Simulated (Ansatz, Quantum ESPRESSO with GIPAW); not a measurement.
# HfO2: working out the 17O quadrupolar coupling

A plane-wave PAW calculation (PBEsol, Ansatz) gives this electric field gradient, in 10²¹ V/m² and Cartesian axes, at one O site of HfO2 (atom 7; bound to Hf4; site symmetry 1):

```
      0.4119        1.4101       -0.6151
      1.4101        0.6446       -0.5676
     -0.6151       -0.5676       -1.0566
```

17O has spin 5/2, Q = -0.02558 barn and |γ|/2π = 5.7742 MHz/T. The cell is the Pca2_1 form of a database entry, atoms relaxed, static and at 0 K, with no spin-orbit coupling beside its heavy atoms. 

**Task.** Find C_Q, η_Q and ν_Q, and the shift and width of the central transition under fast MAS at 14.1 T and 20 T.

1. The tensor is symmetric and traceless. Its eigenvalues, ordered by size, are V_xx = -0.8758, V_yy = -1.2839 and V_zz = 2.1596.

2. η_Q = (V_xx − V_yy)/V_zz = 0.189.

3. C_Q = eQV_zz/h. One unit of 10²¹ V/m² with one barn gives 24.18 MHz, so C_Q = 24.18 × −0.02558 × 2.1596 = -1.336 MHz. A spectrum shows its size, not its sign.

4. ν_Q = 3C_Q/[2I(2I−1)] = 0.200 MHz in size, and P_Q = |C_Q|√(1 + η²/3) = 1.344 MHz.

5. The resonances lie at ν0 = 81.42 and 115.48 MHz, so ν_Q/ν0 is 0.002 at most and second order holds. The centre of gravity moves by δ_Q = −(3/40)(P_Q/ν0)² F × 10⁶ ppm, with F = [I(I+1) − 3/4]/[I²(2I−1)²] = 0.08: -1.63 ppm at 14.1 T and -0.812 ppm at 20 T.

6. Summing the second-order term over orientations gives a full width of 3.68 ppm (0.30 kHz) and 1.83 ppm (0.21 kHz). In ppm both fall as 1/B²: (14.1/20)² = 0.497. The spinning rate must pass the static width for this shape to show cleanly.

[Banner, clock, file and message-heading lines were taken out of the pw.x and gipaw.x logs.]

[Logs are printed without paths, hosts, clocks, repeated set-up lines and the standing remarks that a program may print on its own settings, such as how far it seeks lower states.]

[Hosts, paths, dates, database ids (printed as entryN), source tags and the programs' standing remarks are cut or masked in the printed files.]
